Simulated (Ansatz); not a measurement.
# BN at -1 GPa: from Born charge to LO–TO splitting and polaron coupling

Theory: Ansatz, DFT PBE, scalar-relativistic, plane waves, PAW. Settings: 420 eV plane-wave cutoff, Γ-centred 12×12×12 mesh, fixed occupations. No spin polarisation. Phonons by linear response, acoustic sum rule imposed.

The cell, relaxed at -1 GPa:
```xyz
2
Lattice="0.0000 1.8140 1.8140 1.8140 0.0000 1.8140 1.8140 1.8140 0.0000" Properties=species:S:1:pos:R:3 pbc="T T T"
B     0.0000    0.0000    0.0000
N     2.7210    2.7210    2.7210
```

Linear response gives ν_TO = 1023.1 cm⁻¹, Born charges ±1.915 e (positive on B) and ε∞ = 4.617. The primitive cell holds 11.938 Å³, and the masses are 10.810 and 14.007 amu.

Problem. Find ν_LO and the static dielectric constant.

Solution. The long-wave field adds a restoring force: ω_LO² − ω_TO² = Z*²e²/(ε_vac ε∞ μV). In these units ν_LO² − ν_TO² = 4.92064×10⁷ Z*²/(μ V ε∞) cm⁻², with μ = m₁m₂/(m₁ + m₂) = 6.101 amu: 536846 cm⁻². So ν_LO = √(1023.1² + 536846) = 1258.4 cm⁻¹, and the run gives 1258.4. Lyddane–Sachs–Teller then gives ε0 = ε∞ (ν_LO/ν_TO)² = 6.99, against 6.99 in the run (it forms both from the same three quantities, so the match checks the arithmetic only). Between ν_TO and ν_LO the dielectric function is negative and an undamped crystal reflects fully: a reststrahlen band from 7.9 to 9.8 μm.

Problem. What do the Clausius–Mossotti polarisability and the Szigeti charge come to?

Solution. With the Lorentz local field, α = (3V/4π)(ε∞ − 1)/(ε∞ + 2) = 1.56 Å³ for the pair, and e_S = 3Z*/(ε∞ + 2) = 0.87 e. The Born charge includes the electrons' response to the dipole's own local field, and e_S takes that enhancement out. The Lorentz field assumes point-like polarisable ions, a poor picture once ε∞ is this large, since the electron clouds then overlap or are shared, so both numbers are formal here.

Problem. How strongly does a slow electron couple to the LO mode?

Solution. For one isotropic parabolic band, Fröhlich's constant is α_F = (1/ε∞ − 1/ε0) √(m* Ry/ħω_LO), with Ry = 13.606 eV, ħω_LO = 156.0 meV and m* in free-electron masses: α_F = 0.0734 × 9.34 × √m* = 0.69 √m*. The band mass isn't part of this run; for m* = 0.1, 0.3 and 1 it gives 0.22, 0.38, 0.69. In weak coupling the polaron lies α_F ħω_LO below the band edge (59 meV at m* = 0.3) with a mass m*(1 + α_F/6); past α_F of about 5 or 6 that expansion fails. A semilocal functional's ε∞ tends to be too large, which taken alone lowers α_F.

Cost: 1 run of about 0.16 core-minutes, on Arm Neoverse V2 (shared hosts).

Zincblende BN combines a strongly polar lattice vibration with a stiff covalent network. Nitrogen's greater electronegativity polarises the sp³ bonds, and bond stretching moves further charge, so the Born charge of 1.915 e measures dynamical polarity rather than a static ionic charge. Light atoms and a small cell turn that charge into a wide LO–TO separation, yet the same stiff bonds limit how far the sublattices shift in a static field. The lattice therefore raises the dielectric constant only from 4.617 to 6.99, and electronic screening remains the larger part.

This also explains the modest Fröhlich coupling: the ionic contribution to screening is limited, and the high LO energy reduces the coupling further. For the masses considered, the result suggests a large, mobile polaron rather than a self-trapped carrier, as far as polar coupling alone decides. In cubic BN the conduction minimum lies near X with an anisotropic mass, and the valence top is degenerate, so neither real electrons nor holes follow the single-band estimate closely.
